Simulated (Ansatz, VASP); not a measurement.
## Ge in VASP and in Ansatz

INCAR

```
PREC = Accurate
ENCUT = 520
EDIFF = 1E-7
ISMEAR = 0
SIGMA = 0.016
LREAL = F
LASPH = T
NELM = 100
ALGO = Normal
ISIF = 2
LWAVE = F
LCHARG = F
GGA = PE
```

KPOINTS

```
Automatic mesh
0
Gamma
  8 8 8
```

File POSCAR:

```
Ge
1.0
    0.0000000000      2.8289100000      2.8289100000
    2.8289100000      0.0000000000      2.8289100000
    2.8289100000      2.8289100000      0.0000000000
Ge
2
Direct
    0.7500000000      0.7500000000      0.7500000000
    0.5000000000      0.5000000000      0.5000000000
```

input.yaml

```yaml
crystal:
  lattice:
    - [0.0, 2.82891, 2.82891]
    - [2.82891, 0.0, 2.82891]
    - [2.82891, 2.82891, 0.0]
  atoms:
    - { symbol: Ge, position: [0.75, 0.75, 0.75] }
    - { symbol: Ge, position: [0.5, 0.5, 0.5] }
hamiltonian:
  xc: pbe
  pseudopotentials: { kind: paw }
kpoints:
  mp_grid: { grid: [8, 8, 8] }
scf:
  occupations: { method: gaussian, width: 0.016 }
output:
  forces: true
  stress: true
  eigenvalues: true
  write_density: true
  write_potential: true
  elf: true
  volumetric_format: npy
```

Alike in both runs: task single point; functional PBE; k mesh 8 × 8 × 8; occupations gaussian, width 0.016 eV; no spin polarisation.

|  | VASP | Ansatz |
| --- | --- | --- |
| version | VASP 6.6.1 | Ansatz 0.2.0 |
| potentials or method | VASP PAW PBE potentials, release 64 (Ge_d) | Ansatz PAW |
| plane-wave cutoff (eV) | 520 | 420 |
| valence electrons in the cell | 28 | 28 |

VASP gave:

| Quantity | Value |
| --- | --- |
| gap on the k mesh at the Fermi level (eV) | 0.03 |
| least direct gap on the mesh (eV) | 0.03 |
| pressure (GPa) | 3.5 |

**Question.** Which values does Ansatz return?

**Answer.** gap on the k mesh at the Fermi level (eV): 0.03; least direct gap on the mesh (eV): 0.03; pressure (GPa): 3.6.

With one functional, cell and mesh, what is left measures potentials, basis and numerics.

A k mesh can miss the band edges. PBE gaps usually lie below the measured ones, often by a third to a half.
